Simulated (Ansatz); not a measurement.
Crystal: Bi.

```
Bi
1.0
    -1.98143    1.98143    1.98143
     1.98143   -1.98143    1.98143
     1.98143    1.98143   -1.98143
Bi
1
Direct
  0.00000 0.00000 0.00000
```

This isn't the form of Bi at room conditions, which is rhombohedral.

```yaml
Program: Ansatz 0.2.0
Task: single point
Functional: PBE
Potentials_or_basis: Ansatz PAW
Cutoff: "420 eV (not typed: the program's choice for these potentials)"
k_mesh: 9 × 9 × 9
Occupations: fermi-dirac, width 0.05 eV
Spin: no spin polarisation
```

On this cell: pressure 0.9 GPa; band gap on the k mesh none (metal or under the smearing width).

The same run follows on a disturbed copy (cell strained at random at fixed volume):

```
Bi
1.0
    -2.05109    1.93226    1.96372
     2.00913   -1.95414    1.94364
     2.06996    1.97301   -1.98560
Bi
1
Direct
  0.98622 0.98269 0.98033
```

**Question.** What does the disturbed cell give?

**Answer.** The energy (extrapolated to zero smearing) moves by +6.1 meV/atom; pressure 0.9 GPa; band gap on the k mesh none (metal or under the smearing width).

Stress tensor (GPa, compression positive):
```
 0.18 -0.11  0.42
-0.11  1.25  0.11
 0.42  0.11  1.24
```

Caveats: spin-orbit coupling is left out, which moves the levels of the heavy elements.
